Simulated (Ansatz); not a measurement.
# Ni (Im-3m) in Ansatz: a series of runs

The runs below take Ni through single point, with PBE.

Program: Ansatz 0.2.0. These are calculated values, not measurements. Logs are shortened: lines on timing, memory, paths and dates and some standing lists are left out, and cuts for length are marked.

## Step 1: Starting point

The structure is cubic, space group Im-3m (No. 229). The conventional cell has a = 2.767 Å, b = 2.767 Å, c = 2.767 Å, α = 90.00°, β = 90.00°, γ = 90.00°. Around Ni (site symmetry m-3m) lie 8 Ni at 2.40 Å.

This isn't the form of Ni at room conditions, which is fcc.

## Step 2: Single point, PBE, collinear spin, ferromagnetic start, 9.96 Å³/atom (volume scaled by 0.94)

input.yaml reads:

```yaml
crystal:
  lattice:
    - [-1.3554684528, 1.3554684528, 1.3554684528]
    - [1.3554684528, -1.3554684528, 1.3554684528]
    - [1.3554684528, 1.3554684528, -1.3554684528]
  atoms:
    - { symbol: Ni, position: [0.0, 0.0, 0.0], spin: 1.0 }
kpoints:
  mp_grid: { grid: [13, 13, 13] }
scf:
  occupations: { method: fermi_dirac, width: 0.05 }
hamiltonian:
  xc: pbe
  pseudopotentials: { kind: all_electron, lapw: { basis_error: 0.0005 } }
magnetization:
  spin_polarized: true
output:
  forces: true
  stress: true
  eigenvalues: true
```

Potentials or basis: all-electron LAPW, scalar-relativistic.

Launch:

```bash
ansatz run input.yaml --threads 2 --pin off --max-ram 5120MiB --backend cpu --events-out ev --progress --plain --runs-dir out
```

The log of the run:

```text
Warning: RAYON_NUM_THREADS=2 ignored (pool sized by the plan → 2); use --threads N
LAPW: plane waves up to 10.021 Å⁻¹, error target 5.0e-4 eV per atom; small_component_spin mean_spin; Ni in spheres of 1.174 Å, 18 of its electrons in bands, Dirac shells [] (how accurate: hamiltonian.pseudopotentials.lapw.basis_error, Limitations)
Engine: ansatz 0.2.0, x86_64-unknown-linux-gnu
Pseudopotentials: kind: all_electron
Pseudopotential: Ni, LAPW, valence charge 18, lapw/all_electron/scalar/gaussian/Ni, Koelling and Harmon's equation, gaussian nucleus
Functional definition: PBE
  parameter kappa = 0.804
  parameter beta = 0.06672455060314922
  exchange = pbe_x(kappa = kappa, mu = beta*pi^2/3)
  correlation = pbe_c(beta = beta)
Crystal: 1 atoms, lattice volume = 9.962 Å³
Basis set: ecut = 382.6096476082481 eV, 177 PW (Γ), exchange–correlation at level 2
Bands: 14, of which v1, the nominal top of the filled ones, is band 9 counted from 1 (8 counted from 0)
Symmetry: 48 space group operations
Space group: Im-3m (ITA 229), of the structure as read, at distance tolerance 2.2e-5 Å
Magnetic group: BNS 229.140 (UNI 1642), of the structure as read, at distance tolerance 2.2e-5 Å
k-points: 84 of 2197
Non-local potential: Ni, projectors of the file, none
Initial density: superposition of atomic densities (chi_scale 0.1, normalization cell)
Starting moments: Σ|m| = 1 μB on 1 of 1 site
Initial wavefunctions: plane waves of lowest kinetic energy (no species holds an atomic orbital)
Functional: x = pbe(κ = 0.804, μ = 0.2195149727645171), c = pbe(β = 0.06672455060314922)
iter 1 solved again at ethr=1.32e-6 eV; its pass at ethr=1.00e-1 eV (dr2=2.38e-4 eV) is discarded
SCF iter   1: F=—  HF=-41382.684766 eV  |F-HF|=—  |Δ(HF+E_count)|=         —  Δρ=2.14e-2 (↑2.09e-2 ↓2.14e-2)  dr2=2.19e-4  dr2_m=4.07e-2  M=0.613 μB ∫|m|=0.638 μB  β_m=0.30  ethr=1.32e-6  ⟨swp⟩=4.4  Hψ=20306  notcnv=0
Mixer restart at iter 1: flushing history
preconditioner: auto → none  [metal: Δε(μ)=0.005 eV  Ē_g=18.033 eV  σ=0.050 eV  W_gap=0.02  n_scr=0 (ndim 8)  ℏωp=37.2 eV  f_vac=0.000  D(μ)=1.82/eV (n_scr^D=42)]
SCF iter   2: F=—  HF=-41382.689391 eV  |F-HF|=—  |Δ(HF+E_count)|=   4.63e-3  Δρ=1.57e-2 (↑1.56e-2 ↓1.57e-2)  dr2=4.78e-5  dr2_m=2.23e-2  M=0.596 μB ∫|m|=0.628 μB  β_m=0.65  ethr=1.22e-6  ⟨swp⟩=2.6  Hψ=6371  notcnv=0
SCF iter   3: F=—  HF=-41382.699740 eV  |F-HF|=—  |Δ(HF+E_count)|=   1.03e-2  Δρ=1.75e-3 (↑1.13e-3 ↓1.75e-3)  dr2=3.09e-4  dr2_m=4.22e-5  M=0.541 μB ∫|m|=0.592 μB  β_m=0.48  ethr=2.66e-7  ⟨swp⟩=3.1  Hψ=7726  notcnv=0
SCF iter   4: F=—  HF=-41382.695584 eV  |F-HF|=—  |Δ(HF+E_count)|=         —  Δρ=6.24e-4 (↑6.24e-4 ↓4.38e-4)  dr2=8.95e-6  dr2_m=2.26e-5  M=0.535 μB ∫|m|=0.587 μB  β_m=0.74  ethr=2.66e-7  ⟨swp⟩=3.0  Hψ=7029  notcnv=0
the basis was enlarged: its passes take 680.7 KiB over the memory plan, 2 of 2 planned eigensolver slots
iter 5 solved again at ethr=1.45e-9 eV; its pass at ethr=4.97e-8 eV (dr2=2.61e-7 eV) is discarded
SCF iter   5: F=—  HF=-41382.695584 eV  |F-HF|=—  |Δ(HF+E_count)|=   8.44e-8  Δρ=9.25e-5 (↑9.25e-5 ↓7.67e-5)  dr2=2.60e-7  dr2_m=5.06e-7  M=0.531 μB ∫|m|=0.583 μB  β_m=0.87  ethr=1.45e-9  ⟨swp⟩=2.0  Hψ=10763  notcnv=0
SCF iter   6: F=—  HF=-41382.695595 eV  |F-HF|=—  |Δ(HF+E_count)|=   1.04e-5  Δρ=4.38e-5 (↑1.88e-5 ↓4.38e-5)  dr2=2.92e-8  dr2_m=8.62e-8  M=0.530 μB ∫|m|=0.581 μB  β_m=0.93  ethr=1.45e-9  ⟨swp⟩=3.0  Hψ=6794  notcnv=0
SCF iter   7: F=—  HF=-41382.695596 eV  |F-HF|=—  |Δ(HF+E_count)|=   7.64e-7  Δρ=1.78e-5 (↑1.64e-5 ↓1.78e-5)  dr2=1.84e-10  dr2_m=2.66e-8  M=0.529 μB ∫|m|=0.579 μB  β_m=0.97  ethr=1.62e-10  ⟨swp⟩=3.0  Hψ=6880  notcnv=0
SCF iter   8: F=—  HF=-41382.695596 eV  |F-HF|=—  |Δ(HF+E_count)|=   4.01e-8  Δρ=2.37e-6 (↑2.34e-6 ↓2.37e-6)  dr2=1.43e-11  dr2_m=4.94e-10  M=0.529 μB ∫|m|=0.579 μB  β_m=0.98  ethr=1.02e-12  ⟨swp⟩=3.9  Hψ=7573  notcnv=0
SCF iter   9: F=-41382.695596 eV  HF=-41382.695596 eV  |F-HF|=5.82e-11  |Δ(HF+E_count)|=   8.07e-9  Δρ=8.86e-7 (↑5.63e-7 ↓8.86e-7)  dr2=5.71e-12  dr2_m=4.78e-11  M=0.529 μB ∫|m|=0.579 μB  ethr=1.00e-12  ⟨swp⟩=3.0  Hψ=6980  notcnv=0
SCF 1 converged in 9 iterations: F = -41382.695596 eV  dr2 = 5.71e-12
SCF converged after 9 iterations
Magnetization: 0.5288 μB (9.2644 up, 8.7356 down)
Absolute magnetization: 0.5788 μB (∫|ρ↑−ρ↓|)
Spin contamination: 0.0043 ħ² per cell (⟨S²⟩ above its minimum at these occupations)
Per-site moments (μB) at R_I (Å): [(0.5476621818739957, 1.1738700966611582)]
Free energy (F): -41382.695596 eV
Harris-Foulkes:  -41382.695596 eV  (|F-HF|=5.82e-11)
Internal energy: -41382.681114 eV  (E = F + TS)
E sigma→0 (E₀):  -41382.688355 eV
Entropy (-TS):   -0.014481 eV (-14.481 meV/atom)
Fermi energy:    20.234430 eV
--- Per-component energies (eV) ---
  E_band       = -246.583441
  E_kinetic    = 42049.745922
  E_xc         = -1731.778415
  E_electrostatic = -81700.648622  (all electrons and nuclei)
  E_smearing   = -0.014481  (= −TS)
  E_closure    = 0.000000  (closes the sum)
  E_atoms      = -41375.755904  (free atoms, spherical and without spin; not in F)
  Σ components = -41382.695596   (vs F -41382.695596, Δ=0.00e0)
  Basis errors (estimates in eV, not in F): energy 1.4e-4 per atom: plane waves 1.2e-4 (6.0e-5 summed), levels above the bands 1.3e-192, relativity 4.7e-9, radial functions 2.3e-5, core shells 1.8e-9; eigenvalues (radial functions only) 3.6e-5; not estimated: angular momenta, meshes, grids; target (lapw.basis_error) 5.0e-4; muffin-tin radii Ni 1.174 Å
--- Forces (eV/Å), atoms counted from 1 ---
  atom   1  Ni    -0.00000000     0.00000000    -0.00000000
  max |Σ_I F_I| component: 4.60e-31 eV/Å
--- Stress (GPa, compression-positive) ---
       23.934564      -0.000000      -0.000000
       -0.000000      23.934564       0.000000
       -0.000000       0.000000      23.934564
  P = ⅓ Tr σ = 23.9346 GPa (239.346 kbar)
--- Band table (eV; the first three rows and the last of 168) ---
  k-point 0 ↑: bands = ["-83.2735", "-43.4824", "-43.4824", "-43.4824", "10.6620", "17.7358", "17.7358", "17.7358", "19.3403", "19.3403", "47.3706", "47.3706", "47.3706", "52.7887"]
  k-point 1 ↑: bands = ["-83.2704", "-43.5003", "-43.4885", "-43.4823", "10.9233", "17.6713", "17.7298", "17.8623", "19.2754", "19.3454", "45.5532", "46.9263", "47.0945", "51.7125"]
  k-point 2 ↑: bands = ["-83.2617", "-43.5500", "-43.5054", "-43.4821", "11.6813", "17.4952", "17.6899", "18.2235", "19.1461", "19.3628", "41.8832", "45.4446", "46.5156", "48.8473"]
  k-point 83 ↓: bands = ["-82.4896", "-43.0414", "-43.0385", "-43.0385", "15.8650", "15.8762", "20.6892", "20.6892", "20.7620", "29.6171", "30.7993", "30.7993", "36.8701", "37.5223"]
```

Wall time 6.4 s (2 threads of Intel Xeon 6975P-C (Granite Rapids), shared host); peak memory 0.41 GiB.

What came out:

```
Free energy            : -41382.6956 eV
Pressure               : 23.9 GPa
Band gap on the k mesh : none (metal or under the smearing width)
Net moment             : 0.53 μB per cell
Absolute moment        : 0.58 μB per cell
Site moments           : Ni +0.55 μB
```

## Step 3: Single point, PBE, collinear spin, ferromagnetic start, 10.17 Å³/atom (volume scaled by 0.96)

input.yaml: that of step 2 with these lines changed.

```diff
@@ -2,5 +2,5 @@
   lattice:
-    - [-1.3554684528, 1.3554684528, 1.3554684528]
-    - [1.3554684528, -1.3554684528, 1.3554684528]
-    - [1.3554684528, 1.3554684528, -1.3554684528]
+    - [-1.3650143198, 1.3650143198, 1.3650143198]
+    - [1.3650143198, -1.3650143198, 1.3650143198]
+    - [1.3650143198, 1.3650143198, -1.3650143198]
   atoms:
```

Potentials or basis: all-electron LAPW, scalar-relativistic.

Launch:

```bash
ansatz run input.yaml --threads 2 --pin off --max-ram 5120MiB --backend cpu --events-out ev --progress --plain --runs-dir out
```

Run time: 5.6 s. Hardware: 2 threads of Intel Xeon 6975P-C (Granite Rapids), shared host; peak memory 0.41 GiB.

Results (log left out):

| Property | Result |
| --- | --- |
| Free energy | -41382.7233 eV |
| Pressure | 18.0 GPa |
| Band gap on the k mesh | none (metal or under the smearing width) |
| Net moment | 0.56 μB per cell |
| Absolute moment | 0.61 μB per cell |
| Site moments | Ni +0.58 μB |

## Step 4: Single point, PBE, collinear spin, ferromagnetic start, 10.39 Å³/atom (volume scaled by 0.98)

input.yaml: that of step 3 with these lines changed.

```diff
@@ -2,5 +2,5 @@
   lattice:
-    - [-1.3650143198, 1.3650143198, 1.3650143198]
-    - [1.3650143198, -1.3650143198, 1.3650143198]
-    - [1.3650143198, 1.3650143198, -1.3650143198]
+    - [-1.3744285092, 1.3744285092, 1.3744285092]
+    - [1.3744285092, -1.3744285092, 1.3744285092]
+    - [1.3744285092, 1.3744285092, -1.3744285092]
   atoms:
```

Launch:

```bash
ansatz run input.yaml --threads 2 --pin off --max-ram 5120MiB --backend cpu --events-out ev --progress --plain --runs-dir out
```

Wall time 5.4 s (2 threads of Intel Xeon 6975P-C (Granite Rapids), shared host); peak memory 0.42 GiB.

It converged, with:

```yaml
Free_energy: -41382.7435 eV
Pressure: 12.6 GPa
Band_gap_on_the_k_mesh: none (metal or under the smearing width)
Net_moment: 0.58 μB per cell
Absolute_moment: 0.63 μB per cell
Site_moments: Ni +0.60 μB
```

## Step 5: Single point, PBE, collinear spin, ferromagnetic start, 10.60 Å³/atom

input.yaml: that of step 4 with these lines changed.

```diff
@@ -2,5 +2,5 @@
   lattice:
-    - [-1.3744285092, 1.3744285092, 1.3744285092]
-    - [1.3744285092, -1.3744285092, 1.3744285092]
-    - [1.3744285092, 1.3744285092, -1.3744285092]
+    - [-1.38371547, 1.38371547, 1.38371547]
+    - [1.38371547, -1.38371547, 1.38371547]
+    - [1.38371547, 1.38371547, -1.38371547]
   atoms:
```

Launch:

```bash
ansatz run input.yaml --threads 2 --pin off --max-ram 5120MiB --backend cpu --events-out ev --progress --plain --runs-dir out
```

Run time: 5.2 s. Hardware: 2 threads of Intel Xeon 6975P-C (Granite Rapids), shared host; peak memory 0.42 GiB.

It converged, with:

| Property | Result |
| --- | --- |
| Free energy | -41382.7569 eV |
| Pressure | 7.8 GPa |
| Band gap on the k mesh | none (metal or under the smearing width) |
| Net moment | 0.59 μB per cell |
| Absolute moment | 0.65 μB per cell |
| Site moments | Ni +0.61 μB |

## Step 6: Single point, PBE, collinear spin, ferromagnetic start, 10.81 Å³/atom (volume scaled by 1.02)

input.yaml: that of step 5 with these lines changed.

```diff
@@ -2,5 +2,5 @@
   lattice:
-    - [-1.38371547, 1.38371547, 1.38371547]
-    - [1.38371547, -1.38371547, 1.38371547]
-    - [1.38371547, 1.38371547, -1.38371547]
+    - [-1.3928794157, 1.3928794157, 1.3928794157]
+    - [1.3928794157, -1.3928794157, 1.3928794157]
+    - [1.3928794157, 1.3928794157, -1.3928794157]
   atoms:
```

Potentials or basis: all-electron LAPW, scalar-relativistic.

Launch:

```bash
ansatz run input.yaml --threads 2 --pin off --max-ram 5120MiB --backend cpu --events-out ev --progress --plain --runs-dir out
```

Run time: 6 s. Hardware: 2 threads of Intel Xeon 6975P-C (Granite Rapids), shared host; peak memory 0.41 GiB.

Results (log left out):

```
Free energy            : -41382.7643 eV
Pressure               : 3.5 GPa
Band gap on the k mesh : none (metal or under the smearing width)
Net moment             : 0.60 μB per cell
Absolute moment        : 0.66 μB per cell
Site moments           : Ni +0.62 μB
```

## Step 7: Single point, PBE, collinear spin, ferromagnetic start, 11.02 Å³/atom (volume scaled by 1.04)

input.yaml: that of step 6 with these lines changed.

```diff
@@ -2,5 +2,5 @@
   lattice:
-    - [-1.3928794157, 1.3928794157, 1.3928794157]
-    - [1.3928794157, -1.3928794157, 1.3928794157]
-    - [1.3928794157, 1.3928794157, -1.3928794157]
+    - [-1.4019243406, 1.4019243406, 1.4019243406]
+    - [1.4019243406, -1.4019243406, 1.4019243406]
+    - [1.4019243406, 1.4019243406, -1.4019243406]
   atoms:
```

Launch:

```bash
ansatz run input.yaml --threads 2 --pin off --max-ram 5120MiB --backend cpu --events-out ev --progress --plain --runs-dir out
```

It took 6.6 s on 2 threads of Intel Xeon 6975P-C (Granite Rapids), shared host; peak memory 0.41 GiB.

It converged, with:

* Free energy: -41382.7663 eV
* Pressure: -0.4 GPa
* Band gap on the k mesh: none (metal or under the smearing width)
* Net moment: 0.61 μB per cell
* Absolute moment: 0.67 μB per cell
* Site moments: Ni +0.63 μB

## Step 8: Single point, PBE, collinear spin, ferromagnetic start, 11.23 Å³/atom (volume scaled by 1.06)

input.yaml: that of step 7 with these lines changed.

```diff
@@ -2,5 +2,5 @@
   lattice:
-    - [-1.4019243406, 1.4019243406, 1.4019243406]
-    - [1.4019243406, -1.4019243406, 1.4019243406]
-    - [1.4019243406, 1.4019243406, -1.4019243406]
+    - [-1.4108540358, 1.4108540358, 1.4108540358]
+    - [1.4108540358, -1.4108540358, 1.4108540358]
+    - [1.4108540358, 1.4108540358, -1.4108540358]
   atoms:
```

Launch:

```bash
ansatz run input.yaml --threads 2 --pin off --max-ram 5120MiB --backend cpu --events-out ev --progress --plain --runs-dir out
```

Wall time 6.2 s (2 threads of Intel Xeon 6975P-C (Granite Rapids), shared host); peak memory 0.43 GiB.

It converged, with:

```
Free energy            : -41382.7635 eV
Pressure               : -3.8 GPa
Band gap on the k mesh : none (metal or under the smearing width)
Net moment             : 0.61 μB per cell
Absolute moment        : 0.68 μB per cell
Site moments           : Ni +0.64 μB
```
